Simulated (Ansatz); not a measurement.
Wanted: an ASE script for an Ansatz 0.2.0 run.

* Task: single point
* Functional: LDA
* Potentials or basis: PseudoDojo stringent
* Cutoff: 1361 eV
* Density cutoff: 5442 eV
* k mesh: 6 × 7 × 6
* Occupations: methfessel-paxton, width 0.1 eV
* Spin: spin-orbit coupling, no magnetisation
* Driver: chain

The structure of Sb lies in POSCAR:

```
Sb
1.0
    3.1956660000     -0.0081460000     -0.0107730000
   -0.0081460000      3.0897170000     -0.0010170000
   -0.0107730000     -0.0010170000      3.1958700000
Sb
1
Direct
    0.0311160000      0.0065430000      0.0470580000
```

This isn't the form of Sb at room conditions, which is rhombohedral.

The cell isn't the ideal one: cell strained at random at fixed volume.

One way to write it, as run:

run.py

```python
import json

import ase.io
import numpy as np

import ansatz as az

atoms = ase.io.read("POSCAR", format="vasp")

calculation = (
    az.Crystal.from_ase(atoms)
    .calculation()
    .kpoints(6, 7, 6)
    .functional("lda")
    .pseudopotentials(kind="nc_fr", accuracy="stringent", xc_functional="pbe")
    .spin("noncollinear", soc=True)
    .occupations(method="methfessel_paxton", width=0.1)
    .density()
    .potential()
    .output_files(volumetric_format="npy")
    .electron_localization_function()
    .forces()
    .stress()
    .band_table(publish=True)
)
outcome = calculation.run(threads=2, events_out="events.jsonl")

report = outcome.report
for line in open("events.jsonl"):
    event = json.loads(line)
    if event["event"] == "scf_iter":
        d = event["data"]
        print(f"SCF {d['iter']:3d}  HF = {d['harris_foulkes_ev']:.6f} eV  dr2 = {d['dr2_ev']:.2e} eV")
    elif event["event"] in ("relax_step", "md_step"):
        d = event["data"]
        print(f"{event['event']} {d['step']:3d}  E = {d['lagrangian_ev']:.6f} eV")
np.set_printoptions(precision=5, suppress=True, linewidth=110)
print("converged:", report["converged"], "after", report["n_iterations"], "iterations")
print(f"free energy {report['free_energy_ev']:.6f} eV, Fermi level {report['fermi_energy_ev']:.4f} eV")
for key in ("band_edges_ev", "magnetization_mub", "site_moments_mub", "site_moments_nc_mub", "forces_ev_ang",
                "stress_gpa", "kpoints_frac", "eigenvalues_ev"):
    if report.get(key) is not None:
        print(key, np.array(report[key]), sep="\n")
```

Potentials or basis: PseudoDojo stringent.

Run with:

```console
$ python run.py
```

Results of the run:

```yaml
Pressure: -5.2 GPa
Band_gap_on_the_k_mesh: none (metal or under the smearing width)
```

Wall time 61 s on 2 threads of Arm Neoverse V1 (shared host), peak memory 1.1 GiB.
